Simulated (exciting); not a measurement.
Something may be wrong with this exciting (release sodium) calculation of Nd.

Contents of input.xml:

```xml
<input>
  <title>Nd</title>
  <structure speciespath="./" tshift="false">
    <crystal scale="6.5098380537">
      <basevect>-0.577350269194 0.577350269194 0.577350269194</basevect>
      <basevect>0.577350269194 -0.577350269194 0.577350269194</basevect>
      <basevect>0.577350269194 0.577350269194 -0.577350269194</basevect>
    </crystal>
    <species speciesfile="Nd.xml" rmt="2.3">
      <atom coord="0.000000000000 0.000000000000 0.000000000000" bfcmt="0 0 -8"/>
    </species>
  </structure>
  <groundstate do="fromscratch" ngridK="9 9 9" rgkmax="8.5" gmaxvr="14" lmaxapw="10" lmaxmat="10" lmaxvr="8" stype="Gaussian" swidth="0.00183747" nempty="22" ValenceRelativity="iora*" epsengy="1e-05" epspot="1e-05" maxscl="60" outputlevel="normal">
    <libxc exchange="XC_GGA_X_B88" correlation="XC_GGA_C_LYP"/>
    <spin reducebf="0.5"/>
  </groundstate>
  <properties>
    <dos nwdos="400" winddos="-0.6 0.5" inttype="tetra" ngrdos="100" nsmdos="2" lmirep="true"/>
    <TSvdW/>
  </properties>
</input>
```

Potentials or basis: all-electron LAPW+lo, shipped species files, valence relativity iora*.

Launch:

```console
$ OMP_NUM_THREADS=1 exciting_smp
```

Output:

```text
STOP 1
 >>>>> unrecognized attribute:
       ngridK="9 9 9" in element groundstate
 Stopping because of parse error
```

Q: What happened, and what is wrong with the input?

A: The program refused the input. The input holds a flaw that was put in on purpose: misspelt attribute (ngridk = ngridK).
